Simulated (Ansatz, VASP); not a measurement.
**B3As2: VASP beside Ansatz**

INCAR

```
SYSTEM = B3As2
PREC     = Accurate       ! precision mode
ENCUT    = 600            ! plane-wave cutoff, eV
EDIFF    = 1E-6           ! SCF threshold, eV
ISMEAR   = 0              ! smearing method
SIGMA    = 0.1            ! smearing width, eV
LREAL    = .False.        ! projectors in reciprocal space
LASPH    = .True.         ! aspherical terms in the spheres
NELM     = 80             ! most SCF steps
ALGO     = Normal         ! electronic algorithm
ISIF     = 3              ! what is computed and relaxed
LWAVE    = .False.        ! write WAVECAR
LCHARG   = .False.        ! write CHGCAR
GGA      = PE             ! functional
IBRION   = 2              ! ionic algorithm
NSW      = 90             ! ionic steps
EDIFFG   = -0.04          ! ionic threshold
```

Contents of KPOINTS:

```
Automatic mesh
0
Gamma
  6 6 4
  0 0 0
```

Contents of POSCAR:

```
B3As2
1.0
    4.5689512400      0.0000000000      0.0000000000
   -2.2844756200      3.9568278500      0.0000000000
    0.0000000000      0.0000000000      4.2872838700
B As
3 2
Direct
    0.0000000000      0.0000000000      0.1711158600
    0.0000000000      0.0000000000      0.8288841400
    0.0000000000      0.0000000000      0.5000000000
    0.3333333300      0.6666666700      0.0000000000
    0.6666666700      0.3333333300      0.0000000000
```

Input for Ansatz:

```yaml
crystal:
  lattice:
    - [4.56895124, 0.0, 0.0]
    - [-2.28447562, 3.95682785, 0.0]
    - [0.0, 0.0, 4.28728387]
  atoms:
    - { symbol: B, position: [0.0, 0.0, 0.17111586] }
    - { symbol: B, position: [0.0, 0.0, 0.82888414] }
    - { symbol: B, position: [0.0, 0.0, 0.5] }
    - { symbol: As, position: [0.33333333, 0.66666667, 0.0] }
    - { symbol: As, position: [0.66666667, 0.33333333, 0.0] }
basis:
  ecutwfc: 420
kpoints:
  mp_grid: { grid: [6, 6, 4] }
hamiltonian:
  xc: pbe
scf:
  occupations: { method: gaussian, width: 0.1 }
  lower_state_search: "off"
output:
  forces: true
  stress: true
  eigenvalues: true
relax:
  adjacent_minimum: "off"
  f_tol: 0.04
  max_steps: 70
  cell: { stress_tol: 0.4 }
```

Alike in both runs: task relaxation of cell and atoms; functional PBE; k mesh 6 × 6 × 4; occupations gaussian, width 0.1 eV; no spin polarisation.

|  | VASP | Ansatz |
| --- | --- | --- |
| version | VASP 6.6.1 | Ansatz 0.2.0 |
| potentials or method | VASP PAW PBE potentials, release 64 (B, As) | scalar-relativistic, plane waves, PAW |
| plane-wave cutoff (eV) | 600 | 420 |
| valence electrons in the cell | 19 | 39 |

|  | VASP | Ansatz | Ansatz less VASP |
| --- | --- | --- | --- |
| gap on the k mesh at the Fermi level, each at its own relaxed structure (eV) | none | none | - |
| relaxed volume (Å³/atom) | 16.91 | 16.85 | -0.057 |
| relaxed cell length with the largest relative difference (Å) | 4.550 | 4.544 | -0.0065 |
| energy change over the relaxation (meV/atom) | -215 | -216 | -1.1 |

A gap of «none» marks a metal or a gap that the smearing closes. The two sets of potentials don't hold the same shells in valence.

Caveats: the k mesh is coarse (spacing up to 0.37 Å⁻¹), so the values aren't converged.
